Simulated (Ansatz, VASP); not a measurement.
## CsSnBr3: VASP beside Ansatz

INCAR

```
SYSTEM = CsSnBr3
PREC = Accurate
ENCUT = 600
EDIFF = 1E-6
ISMEAR = 0
SIGMA = 0.01
LREAL = .FALSE.
LASPH = .TRUE.
NELM = 80
ALGO = Fast
ISIF = 3
LWAVE = .FALSE.
LCHARG = .FALSE.
GGA = PS
IBRION = 2
NSW = 80
EDIFFG = -0.005
```

KPOINTS

```
regular mesh
0
G
  6 6 6
  0 0 0
```

The input POSCAR:

```
CsSnBr3
1.0
    5.8100000000      0.0000000000      0.0000000000
    0.0000000000      5.8100000000      0.0000000000
    0.0000000000      0.0000000000      5.8100000000
Cs Sn Br
1 1 3
Direct
    0.5000000000      0.5000000000      0.5000000000
    0.0000000000      0.0000000000      0.0000000000
    0.5000000000      0.0000000000      0.0000000000
    0.0000000000      0.5000000000      0.0000000000
    0.0000000000      0.0000000000      0.5000000000
```

Input for Ansatz:

```yaml
crystal:
  lattice:
    - [5.81, 0.0, 0.0]
    - [0.0, 5.81, 0.0]
    - [0.0, 0.0, 5.81]
  atoms:
    - { symbol: Cs, position: [0.5, 0.5, 0.5] }
    - { symbol: Sn, position: [0.0, 0.0, 0.0] }
    - { symbol: Br, position: [0.5, 0.0, 0.0] }
    - { symbol: Br, position: [0.0, 0.5, 0.0] }
    - { symbol: Br, position: [0.0, 0.0, 0.5] }
scf:
  occupations: { method: fixed }
output:
  forces: true
  stress: true
  eigenvalues: true
  write_density: true
  write_potential: true
  elf: true
  volumetric_format: npy
hamiltonian:
  xc: pbesol
relax:
  f_tol: 0.005
  max_steps: 60
  cell: { stress_tol: 0.03 }
kpoints:
  mp_grid: { grid: [6, 6, 6] }
```

Alike in both runs: task relaxation of cell and atoms; functional PBEsol; k mesh 6 × 6 × 6; no spin polarisation.

|  | VASP | Ansatz |
| --- | --- | --- |
| version | VASP 6.6.1 | Ansatz 0.2.0 |
| potentials or method | VASP PAW PBE potentials, release 64 (Cs_sv, Sn_d, Br) | scalar-relativistic, plane waves, PAW |
| plane-wave cutoff (eV) | 600 | 420 |
| occupations | gaussian, width 0.01 eV | fixed |
| valence electrons in the cell | 44 | 44 |

|  | VASP | Ansatz | Ansatz less VASP |
| --- | --- | --- | --- |
| gap on the k mesh at the Fermi level, each at its own relaxed structure (eV) | 0.22 | 0.22 | -0.006 |
| relaxed volume (Å³/atom) | 38.38 | 38.31 | -0.070 |
| relaxed cell length with the largest relative difference (Å) | 5.768 | 5.764 | -0.0035 |
| energy change over the relaxation (meV/atom) | -1 | -1 | -0.1 |

Caveats: the PAW data sets were made with another functional, which shifts forces and pressure a little (VASP); spin-orbit coupling is left out, which moves the levels of the heavy elements. A k mesh can miss the band edges. As with any semilocal functional, this PBEsol gap is likely too small.
